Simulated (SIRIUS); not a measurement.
# BAs (Pm-3m) in SIRIUS: reference runs

Aim: a first look at BAs with PBE, on the cell as given.

Everything below comes from runs of SIRIUS 7.10.0. Logs are shortened: lines on timing, memory, paths and dates and some standing lists are left out, and cuts for length are marked. The log counts tension as positive stress, the text compression.

## 1. Starting point

The structure is cubic, space group Pm-3m (No. 221). The conventional cell has a = 3.236 Å, b = 3.236 Å, c = 3.236 Å, α = 90.00°, β = 90.00°, γ = 90.00°. Around B (site symmetry m-3m) lie 8 As at 2.80 Å. As (site symmetry m-3m) is surrounded by 8 B at 2.80 Å.

The cell was built by a generator and needn't be a form met in nature.

## 2. Single point, PBE

Input file sirius.json:

```json
{
  "control": {
    "processing_unit": "cpu",
    "verbosity": 2,
    "num_bands_to_print": 16,
    "print_forces": true,
    "print_stress": true
  },
  "parameters": {
    "electronic_structure_method": "pseudopotential",
    "xc_functionals": ["XC_GGA_X_PBE", "XC_GGA_C_PBE"],
    "gk_cutoff": 9.2,
    "pw_cutoff": 18.4,
    "ngridk": [8, 8, 8],
    "shiftk": [0, 0, 0],
    "smearing": "fermi_dirac",
    "smearing_width": 0.0018374661,
    "num_bands": 16,
    "num_mag_dims": 0,
    "num_dft_iter": 100,
    "energy_tol": 1e-08,
    "density_tol": 1e-06
  },
  "iterative_solver": {
    "type": "davidson",
    "min_tolerance": 1e-09,
    "tolerance_scale": [0.1, 0.25]
  },
  "mixer": {
    "type": "anderson",
    "beta": 0.7,
    "max_history": 8
  },
  "settings": {
    "tol_ne": 1e-10,
    "pseudo_grid_cutoff": 6.5
  },
  "unit_cell": {
    "lattice_vectors": [
      [6.114902481303, 0.0, 0.0],
      [0.0, 6.114902481303, 0.0],
      [0.0, 0.0, 6.114902481303]
    ],
    "atom_coordinate_units": "lattice",
    "atom_types": ["B", "As"],
    "atom_files": {
      "As": "As.json",
      "B": "B.json"
    },
    "atoms": {
      "B": [
        [0.0, 0.0, 0.0]
      ],
      "As": [
        [0.5, 0.5, 0.5]
      ]
    }
  }
}
```

Potentials or basis: PseudoDojo 0.4.1 PBE standard (scalar relativistic).

On the command line:

```
> upf_to_json As.upf
> upf_to_json B.upf
> OMP_NUM_THREADS=1 sirius.scf --input=sirius.json --output=out.json --task=0
```

The program printed:

```text
[info] SIRIUS version : 7.10.0
[info] number of MPI ranks           : 1
[info] MPI grid                      : 1 1
[info] maximum number of OMP threads : 1
[fft] FFT context for density and potential
[fft] =====================================
[fft]   comm size                             : 1
[fft]   plane wave cutoff                     : 18.4
[fft]   grid size                             : 40 40 40   total : 64000
[fft]   grid limits                           : -19 20   -19 20   -19 20
[fft]   number of G-vectors within the cutoff : 11936
[fft]   local number of G-vectors             : 11936
[fft]   number of G-shells                    : 661
[fft] FFT context for coarse grid
[fft] =====================================
[fft]   comm size                             : 1
[fft]   plane wave cutoff                     : 18.4
[fft]   grid size                             : 40 40 40   total : 64000
[fft]   grid limits                           : -19 20   -19 20   -19 20
[fft]   number of G-vectors within the cutoff : 11936
[fft]   local number of G-vectors             : 11936
[fft]   number of G-shells                    : 661
[unit cell] lattice vectors
[unit cell]   a1 :       6.1149024813      0.0000000000      0.0000000000
[unit cell]   a2 :       0.0000000000      6.1149024813      0.0000000000
[unit cell]   a3 :       0.0000000000      0.0000000000      6.1149024813
[unit cell] reciprocal lattice vectors
[unit cell]   b1 :       1.0275201160      0.0000000000      0.0000000000
[unit cell]   b2 :       0.0000000000      1.0275201160      0.0000000000
[unit cell]   b3 :       0.0000000000      0.0000000000      1.0275201160
[unit cell] unit cell volume :       228.64863143 [a.u.^3]
[unit cell] 1/sqrt(omega)    :         0.06613262
[unit cell] MT volume        :         0.00000000 ( 0.00%)
[unit cell] IT volume        :       228.64863143 (100.00%)
[unit cell] number of atom types : 2
[unit cell] type id : 0 symbol :  B mt_radius :  15.330000 num_atoms : 1
[unit cell] type id : 1 symbol : As mt_radius :  13.570000 num_atoms : 1
[unit cell] total number of atoms : 2
[unit cell] number of symmetry classes : 2
[unit cell] number of PAW atoms : 0
[unit cell] atom id  type id  class id             position                      vector_field
[unit cell] ------------------------------------------------------------------------------------------
[unit cell]      0        0        0      0.00000   0.00000   0.00000      0.00000   0.00000   0.00000
[unit cell]      1        1        1      0.50000   0.50000   0.50000      0.00000   0.00000   0.00000
[unit cell] atom id         position (Cartesian, a.u.)
[unit cell] ---------------------------------------------
[unit cell]      0       0.000000    0.000000    0.000000
[unit cell]      1       3.057451    3.057451    3.057451
[unit cell] class id : 0 atom id : 0
[unit cell] class id : 1 atom id : 1
[unit cell] minimum bond length:     5.295661
[unit cell] total number of pseudo wave-functions: 13
[sym] space group number   : 221
[... 327 lines left out ...]
[find] Total energy                   :    -108.87500369 (Ha),    -217.75000737 (Ry)
[find] Free energy (E-TS)             :    -108.87533066 (Ha),    -217.75066131 (Ry)
[find] band gap (eV)                  :       0.00000000
[find] Efermi                         :       0.30983846
[find] iteration : 11, RMS : 2.536273988411e-08, energy difference : -4.690079435932e-09
[find] Hartree energy of density residual : 1.687144206866e-13
[find] bands are converged : true
[find] iterative solver converged : true
[find] converged after 12 SCF iterations!
[find] Charges and magnetic moments
[find] --------------------------------------------------------------------------------
[find] total charge          : 18.000000
[find] Energy
[find] --------------------------------------------------------------------------------
[find] valence_eval_sum               :      -9.23323443
[find] <rho|V^{XC}>                   :     -17.17744725
[find] <rho|E^{XC}>                   :     -24.74150300
[find] <mag|B^{XC}>                   :       0.00000000
[find] <rho|V^{H}>                    :      63.77708150
[find] one-electron contribution      :     -55.83286868 (Ha),    -111.66573735 (Ry)
[find] hartree contribution           :      31.88854075
[find] xc contribution                :     -24.74150300
[find] ewald contribution             :     -60.18917307
[find] PAW contribution               :       0.00000000
[find] smearing (-TS)                 :      -0.00032697
[find] SCF correction                 :       0.00000031
[find] Total energy                   :    -108.87500369 (Ha),    -217.75000737 (Ry)
[find] Free energy (E-TS)             :    -108.87533066 (Ha),    -217.75066131 (Ry)
[find] band gap (eV)                  :       0.00000000
[find] Efermi                         :       0.30983846
[ground_state] === stress tensor components [kbar] ===
[ground_state] === stress_kin ===
[ground_state] -66534.820582    0.000000   -0.000000
[ground_state]     0.000000-66534.820582    0.000000
[ground_state]    -0.000000    0.000000-66534.820582
[ground_state] === stress_har ===
[ground_state] -13677.363545    0.000000    0.000000
[ground_state]     0.000000-13677.363545    0.000000
[ground_state]     0.000000    0.000000-13677.363545
[ground_state] === stress_ewald ===
[ground_state] 25815.831713   -0.000000    0.000000
[ground_state]    -0.00000025815.831713   -0.000000
[ground_state]     0.000000   -0.00000025815.831713
[ground_state] === stress_vloc ===
[ground_state]  -938.178724    0.000000   -0.000000
[ground_state]     0.000000 -938.178724    0.000000
[ground_state]    -0.000000    0.000000 -938.178724
[ground_state] === stress_xc ===
[ground_state] -9347.966175    0.000000    0.000000
[ground_state]     0.000000-9347.966175   -0.000000
[ground_state]     0.000000   -0.000000-9347.966175
[ground_state] === stress_core ===
[ground_state] 16981.931927    0.000000    0.000000
[ground_state]     0.00000016981.931927   -0.000000
[ground_state]     0.000000   -0.00000016981.931927
[ground_state] === stress_nonloc ===
[ground_state] 47847.996457    0.000000    0.000000
[ground_state]     0.00000047847.996457   -0.000000
[ground_state]     0.000000   -0.00000047847.996457
[ground_state] === stress_us_nl ===
[ground_state] 47847.996457    0.000000    0.000000
[ground_state]     0.00000047847.996457   -0.000000
[ground_state]     0.000000   -0.00000047847.996457
[ground_state] === stress_total ===
[ground_state]   147.431069   -0.000000   -0.000000
[ground_state]    -0.000000  147.431069    0.000000
[ground_state]    -0.000000    0.000000  147.431069
[ground_state] ==== total Forces in Ha/bohr =====
[ground_state] atom:    0, force:       0.0000000      0.0000000      0.0000000
[ground_state] atom:    1, force:       0.0000000      0.0000000      0.0000000
[ground_state] ==== ultrasoft contribution from Qij =====
[ground_state] atom:    0, force:       0.0000000      0.0000000      0.0000000
[ground_state] atom:    1, force:       0.0000000      0.0000000      0.0000000
[ground_state] ==== non-local contribution from Beta-projector =====
[ground_state] atom:    0, force:       0.0000000      0.0000000      0.0000000
[ground_state] atom:    1, force:       0.0000000      0.0000000      0.0000000
[ground_state] ==== contribution from local potential =====
[ground_state] atom:    0, force:       0.0000000      0.0000000      0.0000000
[ground_state] atom:    1, force:       0.0000000      0.0000000      0.0000000
[ground_state] ==== contribution from core density =====
[ground_state] atom:    0, force:       0.0000000      0.0000000      0.0000000
[ground_state] atom:    1, force:       0.0000000      0.0000000      0.0000000
[ground_state] ==== Ewald forces from ions =====
[ground_state] atom:    0, force:       0.0000000      0.0000000      0.0000000
[ground_state] atom:    1, force:       0.0000000      0.0000000      0.0000000
[~DFT_ground_state] local op. applied: 15375
[~DFT_ground_state] evp. work count: 3787.46
[~DFT_ground_state] number of iterative solver steps: 1368
```

Run time: 28 s. Hardware: 1 thread of Arm Neoverse V2, shared host; peak memory 0.32 GiB.

Results:

```yaml
Free_energy: -2962.6487 eV
Pressure: -14.7 GPa
Band_gap_on_the_k_mesh: none (metal or under the smearing width)
```
